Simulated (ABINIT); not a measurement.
# A GW chain in ABINIT: AgBr (Bromargyrite), part 2 of 3

Wanted: ground state, empty states, screening and self-energy for AgBr (Bromargyrite).

ABINIT 10.8.3; PBE and many-body steps on it, plane waves. Known limits of the many-body steps: not at the basis limit; d shell near the gap, gap tends to lie low; no spin-orbit coupling; coarse k mesh.

So far. Step 2 (Ground state): The gap is indirect, with the least direct gap 1.87 eV higher.

**3. Bands along the symmetry lines**

Level of this step: DFT, PBE, plane waves, norm-conserving pseudopotentials (ABINIT).

Levels along a band path, at the cheap level, show where the edges lie and whether the meshes to come will hold them.

run.abi

```
acell 3*1.0 Angstrom
rprim 
  0.000000000000 2.887250000000 2.887250000000
  2.887250000000 0.000000000000 2.887250000000
  2.887250000000 2.887250000000 0.000000000000
ntypat 2
znucl 47 35
natom 2
typat 1 2
xred 
  0.000000000000 0.000000000000 0.000000000000
  0.500000000000 0.500000000000 0.500000000000
pp_dirpath "pseudos"
pseudos "Ag.upf, Br.upf"
ecut 37
iscf -2
irdden 1
kptopt 0
nkpt 50
kpt 
  0.00000000 0.00000000 0.00000000
  0.06250000 0.00000000 0.06250000
  0.12500000 0.00000000 0.12500000
  0.18750000 0.00000000 0.18750000
  0.25000000 0.00000000 0.25000000
  0.31250000 0.00000000 0.31250000
  0.37500000 0.00000000 0.37500000
  0.43750000 0.00000000 0.43750000
  0.50000000 0.00000000 0.50000000
  0.51562500 0.03125000 0.51562500
  0.53125000 0.06250000 0.53125000
  0.54687500 0.09375000 0.54687500
  0.56250000 0.12500000 0.56250000
  0.57812500 0.15625000 0.57812500
  0.59375000 0.18750000 0.59375000
  0.60937500 0.21875000 0.60937500
  0.62500000 0.25000000 0.62500000
  0.37500000 0.37500000 0.75000000
  0.32812500 0.32812500 0.65625000
  0.28125000 0.28125000 0.56250000
  0.23437500 0.23437500 0.46875000
  0.18750000 0.18750000 0.37500000
  0.14062500 0.14062500 0.28125000
  0.09375000 0.09375000 0.18750000
  0.04687500 0.04687500 0.09375000
  0.00000000 0.00000000 0.00000000
  0.06250000 0.06250000 0.06250000
  0.12500000 0.12500000 0.12500000
  0.18750000 0.18750000 0.18750000
  0.25000000 0.25000000 0.25000000
  0.31250000 0.31250000 0.31250000
  0.37500000 0.37500000 0.37500000
  0.43750000 0.43750000 0.43750000
  0.50000000 0.50000000 0.50000000
  0.50000000 0.46875000 0.53125000
  0.50000000 0.43750000 0.56250000
  0.50000000 0.40625000 0.59375000
  0.50000000 0.37500000 0.62500000
  0.50000000 0.34375000 0.65625000
  0.50000000 0.31250000 0.68750000
  0.50000000 0.28125000 0.71875000
  0.50000000 0.25000000 0.75000000
  0.50000000 0.21875000 0.71875000
  0.50000000 0.18750000 0.68750000
  0.50000000 0.15625000 0.65625000
  0.50000000 0.12500000 0.62500000
  0.50000000 0.09375000 0.59375000
  0.50000000 0.06250000 0.56250000
  0.50000000 0.03125000 0.53125000
  0.50000000 0.00000000 0.50000000
istwfk *1
nband 20
nbdbuf 2
tolwfr 1e-08
nstep 40
prtwf 0
prtvol 0
indata_prefix "in"
outdata_prefix "out"
tmpdata_prefix "tmp"
```

Launch:

```
$ OMP_NUM_THREADS=1 mpirun -n 8 abinit run.abi > log
```

Numbers of over 12 decimals in the logs are rounded to 6 here.

Log:

```text
.Version 10.8.3 of ABINIT. v10.8.2 released Aug 2026.

 Symmetries : space group Fm -3 m (#225); Bravais cF (face-center cubic)
[... echo of the input left out ...]
== DATASET  1 ==================================================================
-   mpi_nproc: 8, omp_nthreads: 1 (-1 if OMP is not activated)

--- !DatasetInfo
iteration_state: {dtset: 1, }
dimensions: {natom: 2, nkpt: 50, mband: 20, nsppol: 1, nspinor: 1, nspden: 1, mpw: 3523, }
cutoff_energies: {ecut:  37.0, pawecutdg:  -1.0, }
electrons: {nelect:   2.60000000E+01, charge:   0.00000000E+00, occopt:   1.00000000E+00, tsmear:   1.00000000E-02, }

 Real(R)+Recip(G) space primitive vectors, cartesian coordinates (Bohr,Bohr^-1):
 R(1)=  0.0000000  5.4561118  5.4561118  G(1)= -0.0916404  0.0916404  0.0916404
 R(2)=  5.4561118  0.0000000  5.4561118  G(2)=  0.0916404 -0.0916404  0.0916404
 R(3)=  5.4561118  5.4561118  0.0000000  G(3)=  0.0916404  0.0916404 -0.0916404
 Unit cell volume ucvol=  3.2484768E+02 bohr^3
 Angles (23,13,12)=  6.00000000E+01  6.00000000E+01  6.00000000E+01 degrees

 getcut: wavevector=  0.0000  0.0000  0.0000  ngfft=  45  45  45
         ecut(hartree)=     37.000   => boxcut(ratio)=   2.08252

--- Pseudopotential description ------------------------------------------------
- Ag Generated using ONCVPSP code by D. R. Hamann
- 47.00000  19.00000  171031                  znucl, zion, pspdat
12 -101130 2 -1 1538                          pspcod,pspxc,lmax,lloc,mmax
     nproj     2     2     2
  pspatm : epsatm=   27.55768671
         --- l  ekb(1:nproj) -->
             0    9.557566   -0.414742
             1    3.443234   -0.133519
             2   -1.597169   -0.391124
 pspatm: atomic psp has been read  and splines computed

- Br Generated using ONCVPSP code by D. R. Hamann
- 35.00000   7.00000  171031                  znucl, zion, pspdat
12 -101130 2 -1 1098                          pspcod,pspxc,lmax,lloc,mmax
     nproj     2     2     2
  pspatm : epsatm=   11.64859065
         --- l  ekb(1:nproj) -->
[...]
pspatm: atomic psp has been read  and splines computed

--------------------------------------------------------------------------------

================================================================================
 prteigrs : about to open file out_EIG
 Non-SCF case, kpt    1 (  0.00000  0.00000  0.00000), residuals and eigenvalues=
  2.55E-09  1.16E-09  1.69E-09  6.89E-09  1.71E-09  2.91E-09  9.78E-09  9.93E-09
  5.41E-09  7.74E-09  4.62E-09  8.12E-09  6.66E-09  7.12E-10  4.94E-09  7.58E-09
  2.75E-09  7.04E-09  8.50E-09  2.22E-09
 -3.1393E+00 -1.7987E+00 -1.7987E+00 -1.7987E+00 -3.7877E-01  7.1318E-02
  7.1318E-02  7.1318E-02  7.1331E-02  7.1331E-02  1.0269E-01  1.0269E-01
  1.0269E-01  1.9618E-01  5.3632E-01  5.3632E-01  5.3632E-01  5.8355E-01
  6.0253E-01  6.0253E-01
 Non-SCF case, kpt    2 (  0.06250  0.00000  0.06250), residuals and eigenvalues=
[...]
6.0453E-01  6.1555E-01
 Non-SCF case, kpt    3 (  0.12500  0.00000  0.12500), residuals and eigenvalues=
[...]
7.86E-09  6.35E-09  4.00E-06  4.30E-05
[...]
6.4412E-01  6.4481E-01
[...]
Non-SCF case, kpt   49 (  0.50000  0.03125  0.53125), residuals and eigenvalues=
[...]
7.1649E-01  7.2088E-01
 Non-SCF case, kpt   50 (  0.50000  0.00000  0.50000), residuals and eigenvalues=
[...]
6.1753E-02  7.0441E-02  7.0441E-02  7.6982E-02  8.5740E-02  8.5740E-02
  8.9025E-02  2.3161E-01  4.3198E-01  5.0194E-01  5.7441E-01  5.7441E-01
  7.1947E-01  7.1977E-01

--- !ResultsGS
iteration_state: {dtset: 1, }
comment   : Summary of ground state results
lattice_vectors:
- [  0.0000000,   5.4561118,   5.4561118, ]
- [  5.4561118,   0.0000000,   5.4561118, ]
- [  5.4561118,   5.4561118,   0.0000000, ]
lattice_lengths: [   7.71611,    7.71611,    7.71611, ]
lattice_angles: [ 60.000,  60.000,  60.000, ] # degrees, (23, 13, 12)
lattice_volume:   3.2484768E+02
convergence: {deltae:  0.000E+00, res2:  0.000E+00, residm:  9.983E-09, diffor:  0.000E+00, }
etotal    :  -1.70774754E+02
entropy   :   0.00000000E+00
fermie    :   1.71325998E-01
cartesian_stress_tensor: null
pressure_GPa: null
xred      :
- [  0.0000E+00,   0.0000E+00,   0.0000E+00, Ag]
- [  5.0000E-01,   5.0000E-01,   5.0000E-01, Br]
cartesian_forces: null
force_length_stats: {min: null, max: null, mean: null, }

 Integrated electronic density in atomic spheres:
 ------------------------------------------------
 Atom  Sphere_radius  Integrated_density
[...]
================================================================================

 ----iterations are completed or convergence reached----

 Mean square residual over all n,k,spin=   45.901E-10; max=  99.828E-10
 reduced coordinates (array xred) for    2 atoms
       0.000000000000      0.000000000000      0.000000000000
       0.500000000000      0.500000000000      0.500000000000

 cartesian coordinates (angstrom) at end:
[...]
length scales=  1.889726125908  1.889726125908  1.889726125908 bohr
              =  1.000000000000  1.000000000000  1.000000000000 angstroms
 prteigrs : about to open file out_EIG
 Eigenvalues (hartree) for nkpt=  50  k points:
 kpt#   1, nband= 20, wtk=  1.00000, kpt=  0.0000  0.0000  0.0000 (reduced coord)
[...]
kpt#   2, nband= 20, wtk=  1.00000, kpt=  0.0625  0.0000  0.0625 (reduced coord)
[...]
kpt#   3, nband= 20, wtk=  1.00000, kpt=  0.1250  0.0000  0.1250 (reduced coord)
[...]
kpt#  49, nband= 20, wtk=  1.00000, kpt=  0.5000  0.0313  0.5313 (reduced coord)
[...]
0.56817    0.57582    0.71649    0.72088
 kpt#  50, nband= 20, wtk=  1.00000, kpt=  0.5000  0.0000  0.5000 (reduced coord)
  -3.13926   -1.79875   -1.79872   -1.79872   -0.36207    0.01888    0.06175    0.07044
   0.07044    0.07698    0.08574    0.08574    0.08902    0.23161    0.43198    0.50194
   0.57441    0.57441    0.71947    0.71977

== END DATASET(S) ==============================================================
================================================================================

 -outvars: echo values of variables after computation  --------
            nband          20
             nkpt          50
          spgroup         225
 [... the other variables as echoed above ...]

 Calculation completed.
```

The job ended after 8.9 s (8 MPI ranks of Arm Neoverse V2, shared host; peak memory 0.54 GiB; 70 s of CPU time).

This step gave:

| Property | Result |
| --- | --- |
| gap | 0.6762 eV |
| k of the valence top | 0.5, 0.5, 0.5 |
| k of the conduction bottom | 0, 0, 0 |
| least direct gap | 2.544 eV |

The gap is 0.676 eV, as in the run before at this level.

Electronic bands along the path, in eV, zero at the top of the highest filled band:

| point | band 10 | band 11 | band 12 | band 13 | band 14 | band 15 | band 16 | band 17 |
| --- | --- | --- | --- | --- | --- | --- | --- | --- |
| Γ | -2.72 | -1.87 | -1.87 | -1.87 | 0.68 | 9.93 | 9.93 | 9.93 |
| halfway | -2.64 | -1.81 | -1.81 | -1.60 | 3.25 | 6.69 | 7.86 | 9.48 |
| X | -2.57 | -2.33 | -2.33 | -2.24 | 1.64 | 7.09 | 9.00 | 10.97 |
| halfway | -2.34 | -2.28 | -2.08 | -1.93 | 2.05 | 7.09 | 8.75 | 10.34 |
| U | -2.38 | -2.16 | -1.97 | -1.17 | 2.98 | 6.84 | 8.21 | 9.15 |
| jump to K | -2.38 | -2.16 | -1.97 | -1.17 | 2.98 | 6.84 | 8.21 | 9.15 |
| halfway | -2.49 | -2.00 | -1.74 | -0.20 | 3.75 | 6.49 | 7.50 | 7.83 |
| Γ | -2.72 | -1.87 | -1.87 | -1.87 | 0.68 | 9.93 | 9.93 | 9.93 |
| halfway | -2.58 | -2.25 | -0.74 | -0.74 | 2.86 | 7.17 | 8.25 | 8.25 |
| L | -2.43 | -2.10 | 0.00 | 0.00 | 3.79 | 6.49 | 6.81 | 6.81 |
| halfway | -2.42 | -2.14 | -1.17 | -0.59 | 4.48 | 5.27 | 7.84 | 7.90 |
| W | -2.32 | -2.23 | -2.23 | -1.48 | 3.76 | 7.15 | 7.68 | 7.68 |
| halfway | -2.33 | -2.33 | -2.27 | -1.72 | 2.47 | 7.18 | 8.53 | 9.07 |
| X | -2.57 | -2.33 | -2.33 | -2.24 | 1.64 | 7.09 | 9.00 | 10.97 |

**4. Empty states on the mesh, 4×4×4 mesh, 147 bands**

The sums over transitions need many empty states on a uniform mesh; this step solves for them.

run.abi

```
acell 3*1.0 Angstrom
rprim 
  0.000000000000 2.887250000000 2.887250000000
  2.887250000000 0.000000000000 2.887250000000
  2.887250000000 2.887250000000 0.000000000000
ntypat 2
znucl 47 35
natom 2
typat 1 2
xred 
  0.000000000000 0.000000000000 0.000000000000
  0.500000000000 0.500000000000 0.500000000000
pp_dirpath "pseudos"
pseudos "Ag.upf, Br.upf"
ecut 37
ngkpt 4 4 4
nshiftk 1
shiftk 0 0 0
kptopt 1
chksymbreak 0
irdden 1
istwfk *1
nband 147
prtvol 0
optdriver 6
gwr_task "HDIAGO"
paral_kgb 0
occopt 1
indata_prefix "in"
outdata_prefix "out"
tmpdata_prefix "tmp"
```

Log:

```text
[banner, memory and clock lines left out]
.Version 10.8.3 of ABINIT. v10.8.2 released Aug 2026.

 Symmetries : space group Fm -3 m (#225); Bravais cF (face-center cubic)
[... echo of the input left out ...]
== DATASET  1 ==================================================================
-   mpi_nproc: 8, omp_nthreads: 1 (-1 if OMP is not activated)

--- !DatasetInfo
iteration_state: {dtset: 1, }
dimensions: {natom: 2, nkpt: 8, mband: 147, nsppol: 1, nspinor: 1, nspden: 1, mpw: 3512, }
cutoff_energies: {ecut:  37.0, pawecutdg:  -1.0, }
electrons: {nelect:   2.60000000E+01, charge:   0.00000000E+00, occopt:   1.00000000E+00, tsmear:   1.00000000E-02, }

.Using double precision arithmetic; gwpc =  8

- Reading GS density from: in_DEN

--- Pseudopotential description ------------------------------------------------
- Ag Generated using ONCVPSP code by D. R. Hamann
- 47.00000  19.00000  171031                  znucl, zion, pspdat
12 -101130 2 -1 1538                          pspcod,pspxc,lmax,lloc,mmax
     nproj     2     2     2
  pspatm : epsatm=   27.55768671
         --- l  ekb(1:nproj) -->
             0    9.557566   -0.414742
             1    3.443234   -0.133519
             2   -1.597169   -0.391124
 pspatm: atomic psp has been read  and splines computed

- Br Generated using ONCVPSP code by D. R. Hamann
- 35.00000   7.00000  171031                  znucl, zion, pspdat
12 -101130 2 -1 1098                          pspcod,pspxc,lmax,lloc,mmax
     nproj     2     2     2
  pspatm : epsatm=   11.64859065
         --- l  ekb(1:nproj) -->
             0    8.455549    0.878460
             1    5.292495    0.880691
             2    2.589748    0.385882
 pspatm: atomic psp has been read  and splines computed

   1.01936321E+03                                ecore*ucvol(ha*bohr**3)

 Total charge density [el/Bohr^3]
)     Maximum=    2.1427E+00  at reduced coord.    0.0667    0.9111    0.9778
)     Minimum=    2.0579E-03  at reduced coord.    0.5111    0.4889    0.4889
   Integrated=    2.6000E+01

 === KS gaps after direct diagonalization ===
 Indirect band gap semiconductor
 Fundamental gap:     0.676 (eV)
   VBM:     4.662 (eV) at k: [ 5.0000E-01,  0.0000E+00,  0.0000E+00]
   CBM:     5.338 (eV) at k: [ 0.0000E+00,  0.0000E+00,  0.0000E+00]
 Direct gap:         2.544 (eV) at k: [ 0.0000E+00,  0.0000E+00,  0.0000E+00]

== END DATASET(S) ==============================================================

 -outvars: echo values of variables after computation  --------
           etotal      0.0000000000E+00
            nband         147
             nkpt           8
          spgroup         225
 [... the other variables as echoed above ...]

 Calculation completed.
```

It took 30 s on 8 MPI ranks; peak memory 5.7 GiB; 4 min of CPU time.

Numbers from this step:

```
gap                                                           : 0.6764 eV
k of the valence top                                          : 0.5, 0, 0
k of the conduction bottom                                    : 0, 0, 0
least direct gap                                              : 2.544 eV
k points computed                                             : 8
lowest point of the top converged band, above the valence top : 100.2727 eV
```

On this mesh the gap is 0.676 eV.

**5. Screening, 4×4×4 mesh, 139 bands, screening to 163.3 eV**

The RPA dielectric matrix is built and inverted for each q.

This step: RPA screening on PBE, plane waves, norm-conserving pseudopotentials.

run.abi: that of step 4 with these lines changed.

```diff
@@ -20,10 +20,11 @@
 chksymbreak 0
-irdden 1
 istwfk *1
-nband 147
-prtvol 0
-optdriver 6
-gwr_task "HDIAGO"
-paral_kgb 0
 occopt 1
+irdwfk 1
+optdriver 3
+nband 139
+ecuteps 6
+inclvkb 2
+awtr 1
+symchi 1
 indata_prefix "in"
```

Log:

```text
.Version 10.8.3 of ABINIT. v10.8.2 released Aug 2026.

 Symmetries : space group Fm -3 m (#225); Bravais cF (face-center cubic)
[... echo of the input left out ...]
== DATASET  1 ==================================================================
-   mpi_nproc: 8, omp_nthreads: 1 (-1 if OMP is not activated)

--- !DatasetInfo
iteration_state: {dtset: 1, }
dimensions: {natom: 2, nkpt: 8, mband: 139, nsppol: 1, nspinor: 1, nspden: 1, mpw: 3512, }
cutoff_energies: {ecut:  37.0, pawecutdg:  -1.0, }
electrons: {nelect:   2.60000000E+01, charge:   0.00000000E+00, occopt:   1.00000000E+00, tsmear:   1.00000000E-02, }

 SCREENING: Calculation of the susceptibility and dielectric matrices

 Based on a program developped by R.W. Godby, V. Olevano, G. Onida, and L. Reining.
 Incorporated in ABINIT by V. Olevano, G.-M. Rignanese, and M. Torrent.
.Using double precision arithmetic ; gwpc =  8

[... cell and pseudopotentials left out ...]
--------------------------------------------------------------------------------

 ==== K-mesh for the wavefunctions ====
 Number of points in the irreducible wedge :     8
[... list of points left out ...]
 Together with 48 symmetry operations and time-reversal symmetry
 yields    64 points in the full Brillouin Zone.

 ==== Q-mesh for the screening function ====
 Number of points in the irreducible wedge :     8
[... list of points left out ...]
 Together with 48 symmetry operations and time-reversal symmetry
 yields    64 points in the full Brillouin Zone.

 setmesh: FFT mesh size selected  =    30x   30x   30
          total number of points  =        27000

 vcoul_init : cutoff-mode = AUXILIARY_FUNCTION
 q-points for optical limit:   1
     1)      0.000010    0.000020    0.000030

- screening: taking advantage of time-reversal symmetry
- Maximum band index for partially occupied states nbvw = 13
- Remaining bands to be divided among processors   nbcw = 126
- Number of bands treated by each node ~15

 Number of electrons calculated from density =   26.0000; Expected =   26.0000
 average of density, n =  0.080038
 r_s =    1.4395
 omega_plasma =   27.2899 [eV]

 calculating chi0 at frequencies [eV] :
  1    0.000000E+00    0.000000E+00
  2    0.000000E+00    2.728993E+01

--------------------------------------------------------------------------------
  q-point number  1        q = ( 0.000000, 0.000000, 0.000000) [r.l.u.]
--------------------------------------------------------------------------------
[... chi0 elements left out ...]
 For q-point:  0.000010 0.000020 0.000030
  dielectric constant =   6.7221
  dielectric constant without local fields =   7.2729

  Average fulfillment of the sum rule on Im[epsilon] for q-point    1 :     75.02  [%]
[... wings left out ...]
  q-point number  2        q = ( 0.250000, 0.000000, 0.000000) [r.l.u.]
--------------------------------------------------------------------------------
[... chi0 elements left out ...]
  Average fulfillment of the sum rule on Im[epsilon] for q-point    2 :     85.93  [%]

 [... 6 further q-points ...]
```

The job ended after 20 s (8 MPI ranks; peak memory 1.6 GiB; 2.6 min of CPU time).

Numbers from this step:

| Property | Result |
| --- | --- |
| ε∞ with local fields, on this mesh, along the program's q direction | 6.722 |
| the same without local fields | 7.273 |
| plasma frequency | 27.29 eV |
| plane waves in the screening matrix | 259 |

Local fields lower ε∞ by 8 %. On a Γ-centred mesh this coarse the value itself is usually too large, while a short band sum pulls it down.

(Part 2 of 3 ends here.)

[Paths, hosts, dates, memory and timing lines, banners, echoed tables and standing remarks are left out of the program output.]

[Logs are printed without paths, hosts, clocks, repeated set-up lines and the standing remarks that a program may print on its own settings, such as how far it seeks lower states.]

[Runs of the session that timed out or met a known fault of the program may be left out.]

[Hosts, paths, dates, database ids (printed as entryN), source tags and the programs' standing remarks are cut or masked in the printed files.]

[G0W0 gaps are taken among the corrected bands and points alone; a level outside them can change the order at an edge.]

[Where Ansatz stands beside ABINIT at settings called matched, ABINIT's density can come from a denser mesh and the files from another edition; pairs whose starting gaps differed by over 0.03 eV were left out, so agreement reads better than it is.]
